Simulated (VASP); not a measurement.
# PbS: molecular dynamics with a thermostat

PbS, P-6m2 (no. 187), 12 atoms in the cell. PBE, molecular dynamics; PAW potentials Pb, S (PBE set).

Ensemble: Nose-Hoover chain; Target temperature (K): 1600.

## Input

INCAR:
```
SYSTEM = PbS
  GGA = PE
  PREC = Normal
  ENCUT = 260
  EDIFF = 1E-6
  NELMIN = 4
  NELM = 60
  ALGO = Normal
  LREAL = Auto
  LASPH = .True.
  ISMEAR = 0
  SIGMA = 0.05
  ISYM = 0
  LWAVE = .False.
  LCHARG = .False.
  IBRION = 0
  NSW = 60
  POTIM = 2.0
  TEBEG = 1600
  ISIF = 2
  RANDOM_SEED = 843751 0 0
  MDALGO = 4
  NHC_NCHAINS = 3
  NHC_PERIOD = 30
  KPAR = 2
```

KPOINTS:
```
k-points
0
Gamma
  3 2 1
```

POSCAR:
```
PbS
1.0
    4.0896976867      0.0000000000      0.0000000000
    0.0000000000      7.0835641810      0.0000000000
    0.0000000000      0.0000000000     11.3645010000
Pb S
6 6
Direct
    0.0000000000      0.0000000000      0.0000000000
    0.0000000000      0.0000000000      0.3333333333
    0.0000000000      0.0000000000      0.6666666667
    0.5000000000      0.5000000000      0.0000000000
    0.5000000000      0.5000000000      0.3333333333
    0.5000000000      0.5000000000      0.6666666667
    0.5000000000      0.1666666666      0.1666666667
    0.5000000000      0.1666666666      0.5000000000
    0.5000000000      0.1666666666      0.8333333333
    0.0000000001      0.6666666666      0.1666666667
    0.0000000001      0.6666666666      0.5000000000
    0.0000000001      0.6666666666      0.8333333333
```

Commands:
```
cat potpaw_PBE.64/Pb/POTCAR potpaw_PBE.64/S/POTCAR > POTCAR
mpirun -np 2 vasp_std > vasp.out
```

## Result

- Mean temperature (K): 1233
- Rise of the mean potential energy above the start (meV/atom): 84.2
- Electronic steps per ionic step after the first: 4.3

Course of the run:

| Time (fs) | Temperature (K) | Potential energy less the first (meV/atom) |
|---|---|---|
| 2 | 1600 | 0.0 |
| 12 | 1522 | 9.3 |
| 20 | 1369 | 27.9 |
| 30 | 1125 | 58.3 |
| 38 | 956 | 81.0 |
| 48 | 862 | 97.4 |
| 56 | 910 | 98.4 |
| 66 | 1088 | 90.4 |
| 74 | 1256 | 85.3 |
| 84 | 1402 | 89.7 |
| 92 | 1424 | 103.7 |
| 102 | 1349 | 129.1 |
| 110 | 1274 | 147.6 |
| 120 | 1266 | 157.9 |

REPORT:
```
MDALGO =   4
           NHC_NCHAINS =   3
            NHC_PERIOD =    30
            NHC_NRESPA =    1
                NHC_NS =  1
               SCALING =       0
                 CNEXP =     9.000   14.000
           RANDOM_SEED =            843751                0                0

   original number of atomic DOF:         33
   number of independent constraints:      0
   number of active DOF:                  33

========================================
         MD step No.       1
========================================

  Atomic velocities initialized by STEP_tb

  >Nose-Hoover_chains
                       xs       vs(fs^-1)
   nhc_s>  -0.16638014E-08  -0.33272561E-08
   nhc_s>  -0.13889371E-03  -0.27779707E-03
   nhc_s>  -0.13888889E-03  -0.27773919E-03

  >Energies
                    E_tot             E_pot             E_kin               EPS                ES
   e_b>   -0.49457178E+02   -0.51732141E+02    0.22749626E+01    0.38296832E-04   -0.38307727E-04

  >Temperature
               T_sim     T_inst
   tmprt>   1600.000   1599.981

           RANDOM_SEED =            843751               72                0

[... steps left out ...]

========================================
         MD step No.      60
========================================

  >Nose-Hoover_chains
                       xs       vs(fs^-1)
   nhc_s>  -0.41337328E+00  -0.28706255E-02
   nhc_s>   0.83718590E+00   0.36002764E-01
   nhc_s>  -0.85844777E+00   0.17445013E-01

  >Energies
                    E_tot             E_pot             E_kin               EPS                ES
   e_b>   -0.49455655E+02   -0.49836762E+02    0.18001690E+01    0.46470935E+00   -0.18837716E+01

  >Temperature
               T_sim     T_inst
   tmprt>   1600.000   1266.059

           RANDOM_SEED =            843751               72                0
```

OSZICAR:
```
N       E                     dE             d eps       ncg     rms          rms(c)
DAV:   1     0.234347617776E+03    0.23435E+03   -0.15037E+04   296   0.746E+02
DAV:   2    -0.274122770079E+02   -0.26176E+03   -0.25453E+03   398   0.169E+02
DAV:   3    -0.543949767607E+02   -0.26983E+02   -0.26662E+02   352   0.596E+01
DAV:   4    -0.552762014975E+02   -0.88122E+00   -0.87812E+00   392   0.117E+01
DAV:   5    -0.552976147661E+02   -0.21413E-01   -0.21395E-01   374   0.185E+00    0.204E+01
DAV:   6    -0.517150834280E+02    0.35825E+01   -0.10997E+01   347   0.100E+01    0.126E+01
DAV:   7    -0.517541109808E+02   -0.39028E-01   -0.24872E+00   398   0.449E+00    0.819E+00
DAV:   8    -0.517316690588E+02    0.22442E-01   -0.12030E-01   379   0.130E+00    0.336E+00
DAV:   9    -0.517313047128E+02    0.36435E-03   -0.19174E-02   409   0.492E-01    0.123E+00
DAV:  10    -0.517319018780E+02   -0.59717E-03   -0.13334E-03   368   0.144E-01    0.458E-01
DAV:  11    -0.517321264711E+02   -0.22459E-03   -0.22285E-03   393   0.152E-01    0.110E-01
DAV:  12    -0.517321169804E+02    0.94907E-05   -0.25043E-04   352   0.582E-02    0.457E-02
[... left out ...]
     58 T=  1253. E= -.49444793E+02 F= -.49860249E+02 E0= -.49860249E+02  EK= 0.17920E+01 SP= -.19E+01 SK= 0.48E+00
     59 T=  1256. E= -.49445093E+02 F= -.49844065E+02 E0= -.49844065E+02  EK= 0.17971E+01 SP= -.19E+01 SK= 0.47E+00
[... last step whole ...]
       N       E                     dE             d eps       ncg     rms          rms(c)
DAV:   1    -0.498367175070E+02    0.73477E-02   -0.99762E-03   480   0.164E+00    0.295E-02
DAV:   2    -0.498367615684E+02   -0.44061E-04   -0.48225E-04   326   0.977E-02    0.230E-02
DAV:   3    -0.498367621587E+02   -0.59032E-06   -0.12755E-05   398   0.150E-02    0.146E-02
DAV:   4    -0.498367616611E+02    0.49763E-06   -0.12270E-06   203   0.531E-03
     60 T=  1266. E= -.49445370E+02 F= -.49836762E+02 E0= -.49836762E+02  EK= 0.18105E+01 SP= -.19E+01 SK= 0.46E+00
```

Limits: 120 fs of 12 atoms are too short for converged averages; the cell is only 4.1 Å across, so each atom moves in step with near copies of itself.

VASP 6.6.1 took 192 s on 2 cores (Intel Xeon 6975P-C (Granite Rapids)), a shared host.
